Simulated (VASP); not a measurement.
**GaN in VASP 6.6.1, single-point calculation**

INCAR

```
MAGMOM = -3 -3 -3 3
ISIF = 2
LWAVE = .FALSE.
ENCUT = 520
LREAL = .FALSE.
NELM = 70
ISPIN = 2
EDIFF = 1E-7
NBANDS = 26
PREC = Accurate
ISMEAR = -1
LCHARG = .FALSE.
SIGMA = 0.02
GGA = PE
NSW = 0
LASPH = .TRUE.
IBRION = -1
```

KPOINTS

```
KPOINTS created by Atomic Simulation Environment
0
Gamma
12 12 6
0 0 0
```

POSCAR

```
Ga N
 1.0000000000000000
     3.2149808698916900   -0.0000000000288676    0.0000000000000000
    -1.6074904349208452    2.7842551060216305    0.0000000000000000
     0.0000000000000000    0.0000000000000000    5.2354614815999998
 Ga  N
   2   2
Cartesian
  0.0000000000166665  1.8561700706714648 -0.0046428653555053
  1.6074904349541779  0.9280850353212985  2.6130878754444948
  0.0000000000166665  1.8561700706714648  1.9679409209555054
  1.6074904349541779  0.9280850353212985  4.5856716617555060
```

The recommended PBE PAW datasets give the neutral cell 36 valence electrons.

Command

```
mpirun -np 1 vasp_std
```

Task: Predict the outcome of this run.

Result: It converged. Results: pressure 0.7 GPa; magnetic moment of the cell 0.00 μB.

OSZICAR

```
N       E                     dE             d eps       ncg     rms          rms(c)
DAV:   1     0.291530371726E+03    0.29153E+03   -0.17310E+04 11268   0.254E+03
DAV:   2     0.177806502142E+02   -0.27375E+03   -0.25880E+03 11360   0.493E+02
DAV:   3    -0.177483961703E+02   -0.35529E+02   -0.34969E+02 12198   0.144E+02
DAV:   4    -0.190168607271E+02   -0.12685E+01   -0.12630E+01 12496   0.290E+01
DAV:   5    -0.190440682936E+02   -0.27208E-01   -0.27173E-01 12722   0.408E+00    0.328E+01
DAV:   6    -0.231205711892E+02   -0.40765E+01   -0.98867E+00 15478   0.559E+01    0.110E+01
DAV:   7    -0.242977115720E+02   -0.11771E+01   -0.26890E+00 12792   0.184E+01    0.354E+00
DAV:   8    -0.243338948663E+02   -0.36183E-01   -0.21526E-01 12762   0.462E+00    0.190E+00
DAV:   9    -0.243261524434E+02    0.77424E-02   -0.35612E-02 14080   0.205E+00    0.720E-01
DAV:  10    -0.243269547692E+02   -0.80233E-03   -0.60698E-03 13950   0.122E+00    0.235E-01
DAV:  11    -0.243270585770E+02   -0.10381E-03   -0.15145E-03 15762   0.459E-01    0.113E-01
DAV:  12    -0.243272539040E+02   -0.19533E-03   -0.33174E-04 11288   0.145E-01    0.496E-02
DAV:  13    -0.243273361612E+02   -0.82257E-04   -0.69110E-05 11182   0.717E-02    0.191E-02
DAV:  14    -0.243273413562E+02   -0.51950E-05   -0.71924E-06 13494   0.312E-02    0.680E-03
DAV:  15    -0.243273430488E+02   -0.16926E-05   -0.45728E-06 11324   0.167E-02    0.516E-03
DAV:  16    -0.243273431684E+02   -0.11954E-06   -0.37998E-07 11200   0.991E-03    0.310E-03
DAV:  17    -0.243273430970E+02    0.71362E-07   -0.11109E-07  8330   0.392E-03
   1 F= -.24327343E+02 E0= -.24327343E+02  d E =-.363464E-10  mag=     0.0000
```

For comparison, a separate PBE run of the intended cell, on usual settings and not on those above, gives a gap of 1.74 eV on its mesh and a pressure of 0.7 GPa.
